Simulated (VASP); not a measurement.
# Rb (Fm-3m) in VASP: notebook

One crystal, Rb, is run at these levels: r2SCAN; tasks: single point.

Everything below comes from runs of VASP 6.6.1. Logs are shortened: lines on timing, memory, paths and dates and some standing lists are left out, and cuts for length are marked.

### Step 1. The crystal as given

It takes space group Fm-3m (No. 225, cubic). The conventional cell has a = 7.280 Å, b = 7.280 Å, c = 7.280 Å, α = 90.00°, β = 90.00°, γ = 90.00°.

This isn't the form of Rb at room conditions, which is bcc.

### Step 2. Single point, r2SCAN

Input file INCAR:

```
SYSTEM = Rb
PREC = Accurate
ENCUT = 300
EDIFF = 1E-6
ISMEAR = 1
SIGMA = 0.2
LREAL = .FALSE.
LASPH = .TRUE.
NELM = 100
ALGO = Normal
ISIF = 2
LWAVE = .FALSE.
LCHARG = .FALSE.
METAGGA = R2SCAN
LMIXTAU = .TRUE.
ADDGRID = .FALSE.
```

Input file KPOINTS:

```
regular mesh
0
G
  2 2 2
  0 0 0
```

Input file POSCAR:

```
Rb
1.0
    0.0000000000      3.6398846700      3.6398846700
    3.6398846700      0.0000000000      3.6398846700
    3.6398846700      3.6398846700      0.0000000000
Rb
1
Direct
    0.0000000000      0.0000000000      0.0000000000
```

Potentials or basis: VASP PAW PBE potentials, release 64 (Rb_sv).

Run with:

```sh
cat potpaw_PBE.64/Rb_sv/POTCAR > POTCAR
mpirun -np 1 vasp_std > vasp.out
```

OUTCAR:

```text
SYSTEM = Rb
   PREC = Accurate
   ENCUT = 300
   EDIFF = 1E-6
   ISMEAR = 1
   LREAL = .FALSE.
   LASPH = .TRUE.
   NELM = 100
   ISIF = 2
   METAGGA = R2SCAN

 Found      3 irreducible k-points:

 Following reciprocal coordinates:
            Coordinates               Weight
  0.000000  0.000000  0.000000      1.000000
  0.500000  0.000000  0.000000      4.000000
  0.500000  0.500000  0.000000      3.000000
   k-points           NKPTS =      3   k-points in BZ     NKDIM =      3   number of bands    NBANDS=      8
   number of dos      NEDOS =    301   number of ions     NIONS =      1
   total plane-waves  NPLWV =  27000
   dimension x,y,z NGX =    30 NGY =   30 NGZ =   30
   dimension x,y,z NGXF=    60 NGYF=   60 NGZF=   60
   ions per type =               1
   NGX,Y,Z   is equivalent  to a cutoff of   9.69,  9.69,  9.69 a.u.
   NGXF,Y,Z  is equivalent  to a cutoff of  19.38, 19.38, 19.38 a.u.
 SYSTEM =  Rb
   PREC   = accura    normal or accurate (medium, high low for compatibility)
   ISTART =      0    job   : 0-new  1-cont  2-samecut
   ICHARG =      2    charge: 1-file 2-atom 10-const
   ISPIN  =      1    spin polarized calculation?
   LNONCOLLINEAR =      F non collinear calculations
   LSORBIT =      F    spin-orbit coupling
   LASPH  =      T    aspherical Exc in radial PAW
   ENCUT  =  300.0 eV  22.05 Ry    4.70 a.u.   7.27  7.27  7.27*2*pi/ulx,y,z
   NELM   =    100;   NELMIN=  2; NELMDL= -5     # of ELM steps
   EDIFF  = 0.1E-05   stopping-criterion for ELM
   LREAL  =      F    real-space projection
   EDIFFG = 0.1E-04   stopping-criterion for IOM
   NSW    =      0    number of steps for IOM
   IBRION =     -1    ionic relax: 0-MD 1-quasi-New 2-CG
   NFREE  =      0    steps in history (QN), initial steepest desc. (CG)
   ISIF   =      2    stress and relaxation
   ISYM   =      2    0-nonsym 1-usesym 2-fastsym
   POTIM  = 0.5000    time-step for ionic-motion
   TEBEG  =    0.0;   TEEND  =   0.0 temperature during run
   PSTRESS=    0.0 pullay stress
   NELECT =       9.0000    total number of electrons
   NUPDOWN=      -1.0000    fix difference up-down
   EMIN   =  10.00;   EMAX   =-10.00  energy-range for DOS
   EFERMI =   0.00;   METHOD = LEGACY
   ISMEAR =     1;   SIGMA  =   0.20  broadening in eV -4-tet -1-fermi 0-gaus
   EFERMI_NEDOS =   21; number of points for ismear=-14 and -15
   IALGO  =     38    algorithm
   IMIX   =      4    mixing-type and parameters
     AMIX     =   0.40;   BMIX     =  1.00
     AMIX_MAG =   1.60;   BMIX_MAG =  1.00
  volume/ion in A,a.u.               =      96.45       650.86
  Fermi-wavevector in a.u.,A,eV,Ry     =   0.742548  1.403213  7.501953  0.551378
  Thomas-Fermi vector in A             =   1.837453
   LORBIT       =      0    0 simple, 1 ext, 2 COOP (PROOUT), +10 PAW based schemes
   METAGGA = R2SCAN    functional components
   LHFCALC =     F    Hartree Fock is set to
   AEXX    =    0.0000 exact exchange contribution
   IVDW    =     0    specifies the selected vdW correction
   LEPSILON=     F    determine dielectric tensor
   LRPA    =     F    only Hartree local field effects (RPA)
 non-spin polarized calculation
 Methfessel and Paxton  Order N= 1 SIGMA  =   0.20
  energy-cutoff  :      300.00
  volume of cell :       96.45
 maximum number of plane-waves:      1158
 NGX is ok and might be reduce to    30
   NGX = 15   NGY = 15   NGZ = 15

 number of electron       9.0000000 magnetization

 Free energy of the ion-electron system (eV)
  ---------------------------------------------------
  ext. energy  EPLUGINS =         0.00000000
  ---------------------------------------------------
  free energy    TOTEN  =       -13.55338692 eV

  energy without entropy =      -13.53500483  energy(sigma->0) =      -13.54725956

 E-fermi :   0.2245     XC(G=0):  -5.4558

 val. band max:        0.1610707785   @ k =   0.5000   0.0000   0.0000
 cond. band min:       0.6630137482   @ k =   0.5000   0.0000   0.0000
 fundamental gap:      0.5019429697
 Fermi energy:         0.2245234893

 k-point     1 :       0.0000    0.0000    0.0000
  band No.  band energies     occupation
      1     -30.0641      2.00000
      2     -13.5631      2.00000
      3     -13.5631      2.00000
      4     -13.5631      2.00000
      5      -1.9471      2.00000
      6       3.8206     -0.00000
      7       3.8206     -0.00000
      8       3.8206     -0.00000

 k-point     2 :       0.5000    0.0000    0.0000
  band No.  band energies     occupation
      1     -30.0610      2.00000
      2     -13.6436      2.00000
      3     -13.5745      2.00000
      4     -13.5745      2.00000
      5       0.1611      1.50819
      6       0.6630     -0.00818
      7       3.6482     -0.00000
      8       3.6482     -0.00000

 k-point     3 :       0.5000    0.5000    0.0000
  band No.  band energies     occupation
      1     -30.0599      2.00000
      2     -13.6400      2.00000
      3     -13.5925      2.00000
      4     -13.5925      2.00000
      5       0.9012     -0.00002
      6       1.2588     -0.00000
      7       1.8488     -0.00000
      8       4.5976      0.00000

------------------------ aborting loop because EDIFF is reached ----------------------------------------

  FORCE on cell =-STRESS in cart. coord.  units (eV):
  Direction    XX          YY          ZZ          XY          YZ          ZX
  --------------------------------------------------------------------------------------
  -------------------------------------------------------------------------------------
  Total       -0.0936213     -0.0936213     -0.0936213     -0.0000000      0.0000000      0.0000000
  in kB       -1.5552215     -1.5552215     -1.5552215     -0.0000000      0.0000000      0.0000000
  external PRESSURE =      -1.5552215 kB  Pullay stress =       0.0000000 kB

 VOLUME and BASIS-vectors are now :
 -----------------------------------------------------------------------------
  energy-cutoff  :      300.00
  volume of cell :       96.45
      direct lattice vectors                 reciprocal lattice vectors
     0.000000000  3.639884670  3.639884670    -0.137366990  0.137366990  0.137366990
     3.639884670  0.000000000  3.639884670     0.137366990 -0.137366990  0.137366990
     3.639884670  3.639884670  0.000000000     0.137366990  0.137366990 -0.137366990

 POSITION                                       TOTAL-FORCE (eV/Angst)
 -----------------------------------------------------------------------------------
      0.00000      0.00000      0.00000        -0.000000     -0.000000      0.000000
 -----------------------------------------------------------------------------------
    total drift:                               -0.000000     -0.000000      0.000000

  FREE ENERGIE OF THE ION-ELECTRON SYSTEM (eV)
  ---------------------------------------------------
  free  energy   TOTEN  =       -13.5533869235 eV

  energy  without entropy=      -13.5350048327  energy(sigma->0) =      -13.54725956
```

Run time: 14 s. Hardware: 1 thread of Intel Xeon 6975P-C (Granite Rapids), shared host; peak memory 0.16 GiB.

These settings aren't checked as converged: the numbers below hold their error.

Results:

```yaml
Free_energy: -13.5534 eV
Pressure: -0.2 GPa
Band_gap_on_the_k_mesh: none (metal or under the smearing width)
```

Caveat: the k mesh is coarse (spacing up to 0.75 Å⁻¹), so the values aren't converged; the PAW data sets were made with another functional, which shifts forces and pressure a little.

### Step 3. Single point, r2SCAN

INCAR is that of step 2.

KPOINTS is that of step 2.

Input file POSCAR:

```
Rb
1.0
    0.0790870000      3.6559800000      3.6130310000
    3.6559400000      0.0406780000      3.6514400000
    3.6810400000      3.7194890000      0.0155780000
Rb
1
Direct
   -0.0191540000      0.0033960000      0.0084760000
```

Potentials or basis: VASP PAW PBE potentials, release 64 (Rb_sv).

Run with:

```sh
cat potpaw_PBE.64/Rb_sv/POTCAR > POTCAR
mpirun -np 1 vasp_std > vasp.out
```

OUTCAR:

```text
SYSTEM = Rb
   PREC = Accurate
   ENCUT = 300
   EDIFF = 1E-6
   ISMEAR = 1
   LREAL = .FALSE.
   LASPH = .TRUE.
   NELM = 100
   ISIF = 2
   METAGGA = R2SCAN

 Found      8 irreducible k-points:

 Following reciprocal coordinates:
            Coordinates               Weight
  0.000000  0.000000  0.000000      1.000000
  0.500000  0.000000  0.000000      1.000000
  0.000000  0.500000 -0.000000      1.000000
  0.500000  0.500000  0.000000      1.000000
  0.000000  0.000000  0.500000      1.000000
  0.500000 -0.000000  0.500000      1.000000
   k-points           NKPTS =      8   k-points in BZ     NKDIM =      8   number of bands    NBANDS=      8
[... 143 lines left out ...]

  FORCE on cell =-STRESS in cart. coord.  units (eV):
  Direction    XX          YY          ZZ          XY          YZ          ZX
  --------------------------------------------------------------------------------------
  -------------------------------------------------------------------------------------
  Total       -0.0841203     -0.1089336     -0.0785697      0.2338109     -0.1927600      0.1999419
  in kB       -1.3973928     -1.8095880     -1.3051874      3.8840300     -3.2020990      3.3214031
  external PRESSURE =      -1.5040561 kB  Pullay stress =       0.0000000 kB

 VOLUME and BASIS-vectors are now :
 -----------------------------------------------------------------------------
  energy-cutoff  :      300.00
  volume of cell :       96.45
      direct lattice vectors                 reciprocal lattice vectors
     0.079087000  3.655980000  3.613031000    -0.140810279  0.138770703  0.139437870
     3.655940000  0.040678000  3.651440000     0.138745112 -0.137882505  0.136484505
     3.681040000  3.719489000  0.015578000     0.136888613  0.133960839 -0.138549672

 POSITION                                       TOTAL-FORCE (eV/Angst)
 -----------------------------------------------------------------------------------
      0.12119      3.61762      3.55636         0.000000      0.000000      0.000000
 -----------------------------------------------------------------------------------
    total drift:                               -0.000002      0.000001     -0.000000

  FREE ENERGIE OF THE ION-ELECTRON SYSTEM (eV)
  ---------------------------------------------------
  free  energy   TOTEN  =       -13.5606379617 eV

  energy  without entropy=      -13.5602798687  energy(sigma->0) =      -13.56051860
```

OSZICAR:

```text
N       E                     dE             d eps       ncg     rms          rms(c)
DAV:   1     0.219308742867E+02    0.21931E+02   -0.25782E+03   128   0.552E+02
DAV:   2    -0.150890611356E+02   -0.37020E+02   -0.36309E+02   144   0.126E+02
DAV:   3    -0.167191425121E+02   -0.16301E+01   -0.16209E+01   192   0.303E+01
[... 39 lines left out ...]
DAV:  43    -0.135606294219E+02   -0.94569E-05   -0.11159E-05   128   0.300E-02    0.432E-03
DAV:  44    -0.135606323620E+02   -0.29401E-05   -0.34019E-06   128   0.164E-02    0.314E-03
DAV:  45    -0.135606352046E+02   -0.28426E-05   -0.19266E-06   128   0.125E-02    0.246E-03
DAV:  46    -0.135606375894E+02   -0.23848E-05   -0.38098E-06   128   0.170E-02    0.158E-03
DAV:  47    -0.135606379617E+02   -0.37227E-06   -0.55336E-07   144   0.723E-03
   1 F= -.13560638E+02 E0= -.13560519E+02  d E =-.358093E-03
```

stdout:

```text
POSCAR found type information on POSCAR Rb
 POSCAR found :  1 types and       1 ions
 scaLAPACK will be used
 -----------------------------------------------------------------------------
|                                                                             |
|                                                                             |
|     You enforced a specific xc type in the INCAR file but a different       |
|     I HOPE YOU KNOW WHAT YOU ARE DOING!                                     |
|                                                                             |
 -----------------------------------------------------------------------------

 LDA part: xc-table for (None), standard interpolation
 POSCAR, INCAR and KPOINTS ok, starting setup
 FFT: planning ... GRIDC
 FFT: planning ... GRID_SOFT
 FFT: planning ... GRID
 WAVECAR not read
 entering main loop
```

Wall time 32 s (1 thread of Intel Xeon 6975P-C (Granite Rapids), shared host); peak memory 0.16 GiB.

The run converged, but some of its settings lie outside the range that counts as converged, so its numbers aren't taken as properties of the crystal.

What came out:

| Property | Result |
| --- | --- |
| Free energy | -13.5606 eV |
| Pressure | -0.2 GPa |
| Band gap on the k mesh | none (metal or under the smearing width) |

Caveat: the k mesh is coarse (spacing up to 0.76 Å⁻¹), so the values aren't converged; the PAW data sets were made with another functional, which shifts forces and pressure a little.

### Step 4. For comparison

An earlier run on the cell as given: functional PBE; potentials or basis VASP PAW PBE potentials, release 64 (Rb_sv); cutoff 520 eV; k mesh 6 × 6 × 6; occupations fermi-dirac, width 0.05 eV; no spin polarisation.

* Pressure: -0.1 GPa
* Band gap on the k mesh: none (metal or under the smearing width)
